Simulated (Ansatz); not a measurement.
# MoP: surface energy from slabs of several thicknesses

MoP, P-6m2, a = 3.241 Å, c = 3.195 Å. The structure is a COD entry; whether it is the stable form wasn't checked. Ansatz: PBE, PAW, 420 eV, Γ-centred 11×11×1 mesh on 8 atoms, Gaussian smearing 0.10 eV; no spin polarisation. Slabs of the (100) face as cut, not relaxed, Mo on top and P below, area A = 10.356 Å², with a dipole correction (the mesh named is the slab's). y is the slab's energy less N times the energy per atom of a separate bulk run.

| atoms N | thickness (Å) | y (eV) |
| --- | --- | --- |
| 2 | 1.9 | 4.785 |
| 8 | 10.3 | 5.174 |
| 10 | 13.1 | ? |

Fit y = y0 + sN to the other rows, say what y0 and s mean, give the surface energy, and predict the missing y.

Two rows fix the line. y = 4.655 + 0.06483 N eV. The slope s = 64.8 meV per atom is what an added atom costs in the slab over the separate bulk run; it vanishes where both describe the same bulk and the faces no longer feel each other. The intercept gives γ = y0/(2A) = 4.655 × 16.02/(2 × 10.356) = 3.60 J/m², the mean of both faces, while y/(2A) row by row runs from 3.701 to 4.002 J/m². At N = 10 the line gives 5.303 eV. The run gave 5.191 eV, so the fit is 0.112 eV too high, 28 % of the span of the series, against an rms of 0.0004 eV on the fitted rows. The row lies outside the fitted range. The faces still feel each other at these thicknesses, and in a metal the confined states add a part that swings with thickness. Between the two thickest slabs the slope is 8.5 meV per atom, so the fitted slope comes from the thinnest slab (1.9 Å), whose faces still feel each other, and y/(2A) of the thicker ones is the better γ.